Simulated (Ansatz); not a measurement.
# MoSe2: the cost of one run

Program: Ansatz 0.2.0. Level of theory: DFT PBE+D3(BJ), scalar-relativistic, plane waves, PAW. These are calculated values, not measurements.

7 further runs of the same task are left out: 1 that didn't finish, 6 set aside as unsound or not needed.

## (1) The starting structure

It takes space group P-3m1 (No. 164, trigonal). The conventional cell has a = 3.149 Å, b = 3.149 Å, c = 12.094 Å, α = 90.00°, β = 90.00°, γ = 120.00°. Mo (site symmetry 3m) is surrounded by 6 S at 2.40 Å. S (site symmetry 3m) has 3 Mo at 2.40 Å as nearest neighbours.

Coordinates:

```
CELL_PARAMETERS angstrom
3.14929 0.00000 0.00000
-1.57464 2.72736 0.00000
0.00000 0.00000 12.09389
ATOMIC_POSITIONS crystal
Mo 0.66667 0.33333 0.24978
Mo 0.33333 0.66667 0.75022
S 0.33333 0.66667 0.37926
S 0.66667 0.33333 0.87969
S 0.33333 0.66667 0.12031
S 0.66667 0.33333 0.62074
```

It goes back to an entry of the Materials Project, which need not be the stable form.

It is the result of an earlier relaxation at this level (volume 17.31 Å³/atom; gap on the mesh: 0.79 eV).

## (2) The substitution S → Se

MoSe2 starts from the relaxed positions of MoS2, with all lengths scaled by 1.054, a guess from tabulated radii. Atoms that may carry a moment start with parallel spins.

## (3) Probe: one point at the start (MoSe2)

The input, input.yaml:

```yaml
crystal:
  lattice:
    - [3.320310894, 0.0, 0.0]
    - [-1.660155447, 2.8754735826, 0.0]
    - [0.0, 0.0, 12.7506562248]
  atoms:
    - { symbol: Mo, position: [0.6666666667, 0.3333333333, 0.249782775], spin: 1.0 }
    - { symbol: Mo, position: [0.3333333333, 0.6666666667, 0.750217225], spin: 1.0 }
    - { symbol: Se, position: [0.3333333333, 0.6666666667, 0.3792579737] }
    - { symbol: Se, position: [0.6666666667, 0.3333333333, 0.8796916104] }
    - { symbol: Se, position: [0.3333333333, 0.6666666667, 0.1203083896] }
    - { symbol: Se, position: [0.6666666667, 0.3333333333, 0.6207420263] }
basis:
  ecutwfc: 420
kpoints:
  mp_grid: { grid: [6, 6, 2] }
hamiltonian:
  xc: pbe
  dispersion: d3bj
scf:
  occupations: { method: gaussian, width: 0.1 }
  lower_state_search: "off"
output:
  forces: true
  stress: true
  eigenvalues: true
  populations: true
magnetization:
  spin_polarized: true
```

Command:

```bash
$ ansatz run input.yaml --threads 1 --pin off --max-ram 2560MiB --backend cpu --events-out ev --progress --plain --runs-dir out
```

Q: Estimate wall time and peak memory on 1 thread of Intel Xeon at 2.70GHz, shared host.

About 20 s, with a peak of 0.51 GiB.
